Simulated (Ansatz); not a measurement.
GaP, 2 atoms in the cell. The structure is cubic, space group F-43m (No. 216). The conventional cell has a = 5.451 Å, b = 5.451 Å, c = 5.451 Å, α = 90.00°, β = 90.00°, γ = 90.00°. Ga (site symmetry -43m) is surrounded by 4 P at 2.36 Å. Around P (site symmetry -43m) lie 4 Ga at 2.36 Å. 

| Item | Value |
| --- | --- |
| Program | Ansatz 0.2.0 |
| Task | band structure |
| Functional | PBE |
| Potentials or basis | all-electron LAPW, relativistic spinors |
| Cutoff | 278 eV (chosen from the basis error) |
| Basis error allowed | 0.001 eV/atom |
| k mesh | 6 × 6 × 6 |
| Occupations | fermi-dirac, width 0.05 eV |
| Spin | spin-orbit coupling, no magnetisation |

Potentials or basis: all-electron LAPW, relativistic spinors.

Command:

```sh
$ ansatz run input.yaml --threads 1 --pin off --max-ram 3072MiB --backend cpu --events-out ev --progress --plain --runs-dir out
```

Hardware: 1 thread of Intel(R) Xeon(R) Processor @ 2.50GHz (Skylake/Cascade Lake), with other jobs on the host.

Question: How long does it take, and how much memory?

Answer: It took 84 s on 1 thread of Intel(R) Xeon(R) Processor @ 2.50GHz (Skylake/Cascade Lake), on a shared host, peak memory 0.4 GiB. Counts: scf iterations 7, plane waves 411, k points 16, bands 42.
